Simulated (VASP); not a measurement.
# Hf (P6_3/mmc) in VASP: further runs

One crystal, Hf, is run at these levels: r2SCAN, r2SCAN+rVV10; tasks: relaxation of cell and atoms.

All numbers are computed with VASP 6.6.1; they aren't measurements. Logs are shortened: lines on timing, memory, paths and dates and some standing lists are left out, and cuts for length are marked.

### 1 The structure

Symmetry: P6_3/mmc, No. 194, hexagonal system. The conventional cell has a = 3.192 Å, b = 3.192 Å, c = 5.045 Å, α = 90.00°, β = 90.00°, γ = 120.00°. Hf (site symmetry -6m2) has 12 Hf at 3.12 to 3.19 Å as nearest neighbours.

### 2 Relaxation of cell and atoms, r2SCAN

Contents of INCAR:

```
PREC = Accurate
ENCUT = 600
EDIFF = 1E-7
ISMEAR = 0
SIGMA = 0.1
LREAL = False
LASPH = True
NELM = 60
ALGO = Normal
ISIF = 3
LWAVE = False
LCHARG = False
METAGGA = R2SCAN
LMIXTAU = True
IBRION = 2
NSW = 90
EDIFFG = -0.005
```

Contents of KPOINTS:

```
regular mesh
0
Gamma
  15 15 8
```

Contents of POSCAR:

```
Hf
1.0
    3.1923846300      0.0000000000      0.0000000000
   -1.5961923200      2.7646861900      0.0000000000
    0.0000000000      0.0000000000      5.0450416400
Hf
2
Direct
    0.3333333300      0.6666666700      0.2500000000
    0.6666666700      0.3333333300      0.7500000000
```

Potentials or basis: VASP PAW PBE potentials, release 64 (Hf_pv).

Launch:

```console
cat potpaw_PBE.64/Hf_pv/POTCAR > POTCAR
mpirun -np 1 vasp_std > vasp.out
```

OUTCAR:

```text
PREC = Accurate
   ENCUT = 600
   EDIFF = 1E-7
   ISMEAR = 0
   LREAL = False
   LASPH = True
   NELM = 60
   ISIF = 3
   METAGGA = R2SCAN
   IBRION = 2
   NSW = 90
   EDIFFG = -0.005

 ion  position               nearest neighbor table
   1  0.333  0.667  0.250-   2 3.12   2 3.12   2 3.12   2 3.12   2 3.12   2 3.12
   2  0.667  0.333  0.750-   1 3.12   1 3.12   1 3.12   1 3.12   1 3.12   1 3.12

  LATTYP: Found a hexagonal cell.
 ALAT       =     3.1923846300
 C/A-ratio  =     1.5803364020

  Lattice vectors:

 A1 = (   3.1923846300,   0.0000000000,   0.0000000000)
 A2 = (  -1.5961923200,   2.7646861900,   0.0000000000)
 A3 = (   0.0000000000,   0.0000000000,   5.0450416400)

Analysis of symmetry for initial positions (statically):
=====================================================================
 Subroutine PRICEL returns:
 Original cell was already a primitive cell.

 Routine SETGRP: Setting up the symmetry group for a
 hexagonal supercell.

 Subroutine GETGRP returns: Found 24 space group operations
 (whereof 12 operations were pure point group operations)
 out of a pool of 24 trial point group operations.

The static configuration has the point symmetry D_3d.
 The point group associated with its full space group is D_6h.

Analysis of symmetry for dynamics (positions and initial velocities):
=====================================================================
 Subroutine PRICEL returns:
 Original cell was already a primitive cell.

 Routine SETGRP: Setting up the symmetry group for a
 hexagonal supercell.

 Subroutine GETGRP returns: Found 24 space group operations
 (whereof 12 operations were pure point group operations)
 out of a pool of 24 trial point group operations.

The dynamic configuration has the point symmetry D_3d.
 The point group associated with its full space group is D_6h.

 Subroutine INISYM returns: Found 24 space group operations
 (whereof 12 operations are pure point group operations),
 and found     1 'primitive' translations

----------------------------------------------------------------------------------------

                                     Primitive cell

  volume of cell :      44.5272

  direct lattice vectors                    reciprocal lattice vectors
     3.192384630  0.000000000  0.000000000     0.313245463  0.180852353  0.000000000
    -1.596192320  2.764686190  0.000000000     0.000000000  0.361704704  0.000000000
     0.000000000  0.000000000  5.045041640     0.000000000  0.000000000  0.198214419

  length of vectors
[... 108 lines left out ...]
   LHFCALC =     F    Hartree Fock is set to
   AEXX    =    0.0000 exact exchange contribution
   IVDW    =     0    specifies the selected vdW correction
   LEPSILON=     F    determine dielectric tensor
   LRPA    =     F    only Hartree local field effects (RPA)
 conjugate gradient relaxation of ions
 non-spin polarized calculation
 Gauss-broadening in eV      SIGMA  =   0.10
  energy-cutoff  :      600.00
  volume of cell :       44.53
 maximum number of plane-waves:      1508
 NGX is ok and might be reduce to    28

--------------------------------------- Ionic step        1  -------------------------------------------

 number of electron      20.0000000 magnetization

 Free energy of the ion-electron system (eV)
  ---------------------------------------------------
  ext. energy  EPLUGINS =         0.00000000
  ---------------------------------------------------
  free energy    TOTEN  =       -90.30674438 eV

  energy without entropy =      -90.30053353  energy(sigma->0) =      -90.30363895

------------------------ aborting loop because EDIFF is reached ----------------------------------------

  FORCE on cell =-STRESS in cart. coord.  units (eV):
  Direction    XX          YY          ZZ          XY          YZ          ZX
  --------------------------------------------------------------------------------------
  -------------------------------------------------------------------------------------
  Total       -0.0188790     -0.0188790     -0.1109185      0.0000000     -0.0000000      0.0000000
  in kB       -0.6793016     -0.6793016     -3.9910640      0.0000000     -0.0000000      0.0000000
  external PRESSURE =      -1.7832224 kB  Pullay stress =       0.0000000 kB
[... 95 lines left out ...]
--------------------------------------- Ionic step        4  -------------------------------------------

 number of electron      20.0000000 magnetization

 Free energy of the ion-electron system (eV)
  ---------------------------------------------------
  ext. energy  EPLUGINS =         0.00000000
  ---------------------------------------------------
  free energy    TOTEN  =       -90.30686168 eV

  energy without entropy =      -90.30072540  energy(sigma->0) =      -90.30379354

 E-fermi :   4.8925     XC(G=0): -12.1856

 val. band max:        4.8645719358   @ k =   0.0667   0.0667   0.0000
 cond. band min:       4.9096679711   @ k =   0.3333   0.3333   0.2500
 fundamental gap:      0.0450960353
 Fermi energy:         4.8924832332

 k-point     1 :       0.0000    0.0000    0.0000
  band No.  band energies     occupation
      1     -27.3731      2.00000
      2     -26.5862      2.00000
      3     -26.5862      2.00000
      4     -26.4534      2.00000
      5     -26.4523      2.00000
      6     -26.4523      2.00000
      7      -2.8993      2.00000
      8       1.0181      2.00000
      9       5.3344      0.00000
     10       6.2019      0.00000
     11       6.2019      0.00000
     12       6.5507      0.00000
     13       7.0921      0.00000
     14       7.0921      0.00000
[... 377 lines left out ...]
      1     -27.1219      2.00000
      2     -26.9696      2.00000
      3     -26.9214      2.00000
      4     -26.8753      2.00000
      5     -26.7369      2.00000
      6     -26.6762      2.00000
      7       2.1332      2.00000
      8       2.6312      2.00000
      9       2.7785      2.00000
     10       3.4507      2.00000
     11       5.3824      0.00000
     12       5.5980      0.00000
     13       6.9276      0.00000
     14      10.2655      0.00000

 [... further k-points ...]

------------------------ aborting loop because EDIFF is reached ----------------------------------------

  FORCE on cell =-STRESS in cart. coord.  units (eV):
  Direction    XX          YY          ZZ          XY          YZ          ZX
  --------------------------------------------------------------------------------------
  -------------------------------------------------------------------------------------
  Total       -0.0045507     -0.0045507     -0.0016779      0.0000000      0.0000000     -0.0000000
  in kB       -0.1639904     -0.1639904     -0.0604645      0.0000000      0.0000000     -0.0000000
  external PRESSURE =      -0.1294818 kB  Pullay stress =       0.0000000 kB
[... 17 lines left out ...]
  FREE ENERGIE OF THE ION-ELECTRON SYSTEM (eV)
  ---------------------------------------------------
  free  energy   TOTEN  =       -90.3068616847 eV

  energy  without entropy=      -90.3007253966  energy(sigma->0) =      -90.30379354

 reached required accuracy - stopping structural energy minimisation
```

Wall time 15 min (1 thread of AMD EPYC 9R45 (Zen 5), shared host); peak memory 0.22 GiB.

Results:

* Free energy: -90.3069 eV
* Relaxed volume: 22.23 Å³/atom
* Relaxed cell: a = 3.194 Å, b = 3.194 Å, c = 5.034 Å, α = 90.00°, β = 90.00°, γ = 120.00°
* Space group after relaxing (to 0.05 Å): P6_3/mmc (No. 194)
* Energy gained by relaxing: 0.1 meV/atom
* Ionic steps: 4
* Pressure after relaxing: 0.0 GPa
* Band gap on the k mesh: none (metal or under the smearing width)

Step by step:
| step | energy change (eV) | largest force (eV/Å) | pressure (GPa) | volume (Å³) |
| --- | --- | --- | --- | --- |
| 1 | 0.0000 | 0.0000 | -0.18 | 44.53 |
| 2 | -0.0001 | 0.0000 | 0.22 | 44.37 |
| 3 | -0.0001 | 0.0000 | 0.06 | 44.43 |
| 4 | -0.0001 | 0.0000 | -0.01 | 44.46 |

Final structure:
```
CELL_PARAMETERS angstrom
3.19356 0.00000 0.00000
-1.59678 2.76570 0.00000
0.00000 0.00000 5.03369
ATOMIC_POSITIONS crystal
Hf 0.33333 0.66667 0.25000
Hf 0.66667 0.33333 0.75000
```

Caveat: the PAW data sets were made with another functional, which shifts forces and pressure a little.

### 3 Relaxation of cell and atoms, r2SCAN+rVV10

INCAR, as its differences from that of step 2:

```diff
@@ -14,2 +14,6 @@
 LMIXTAU = True
+LUSE_VDW = True
+IVDW_NL = 2
+BPARAM = 11.95
+CPARAM = 0.0093
 IBRION = 2
```

KPOINTS is that of step 2.

POSCAR is that of step 2.

Potentials or basis: VASP PAW PBE potentials, release 64 (Hf_pv).

Launch:

```console
cat potpaw_PBE.64/Hf_pv/POTCAR > POTCAR
mpirun -np 1 vasp_std > vasp.out
```

Wall time 19 min (1 thread of AMD EPYC 9R45 (Zen 5), shared host); peak memory 0.35 GiB.

It converged, with:

* Free energy: -89.9555 eV
* Relaxed volume: 22.07 Å³/atom
* Relaxed cell: a = 3.185 Å, b = 3.185 Å, c = 5.022 Å, α = 90.00°, β = 90.00°, γ = 120.00°
* Space group after relaxing (to 0.05 Å): P6_3/mmc (No. 194)
* Energy gained by relaxing: 0.6 meV/atom
* Ionic steps: 5
* Pressure after relaxing: 0.0 GPa
* Band gap on the k mesh: none (metal or under the smearing width)

Step by step:
| step | energy change (eV) | largest force (eV/Å) | pressure (GPa) | volume (Å³) |
| --- | --- | --- | --- | --- |
| 1 | 0.0000 | 0.0000 | -0.98 | 44.53 |
| 2 | 0.0007 | 0.0000 | 1.28 | 43.66 |
| 3 | -0.0012 | 0.0000 | 0.00 | 44.14 |
| 4 | -0.0012 | 0.0000 | 0.02 | 44.13 |
| 5 | -0.0013 | 0.0000 | 0.01 | 44.14 |

Final structure:
```
Hf
1.0
     3.18544    0.00000    0.00000
    -1.59272    2.75867    0.00000
     0.00000    0.00000    5.02248
Hf
2
Direct
  0.33333 0.66667 0.25000
  0.66667 0.33333 0.75000
```

Levels at points of the mesh, in eV from the Fermi level:
| k point | band 7 | band 8 | band 9 | band 10 | band 11 | band 12 | band 13 | band 14 |
| --- | --- | --- | --- | --- | --- | --- | --- | --- |
| (0.00, 0.00, 0.00) | -7.83 | -3.90 | 0.46 | 1.32 | 1.32 | 1.67 | 2.22 | 2.22 |
| (0.00, 0.00, 0.50) | -5.73 | -5.73 | 0.15 | 0.15 | 1.21 | 1.21 | 1.21 | 1.21 |

Caveat: the PAW data sets were made with another functional, which shifts forces and pressure a little. Spin-orbit coupling is left out, which matters for the levels of Hf.
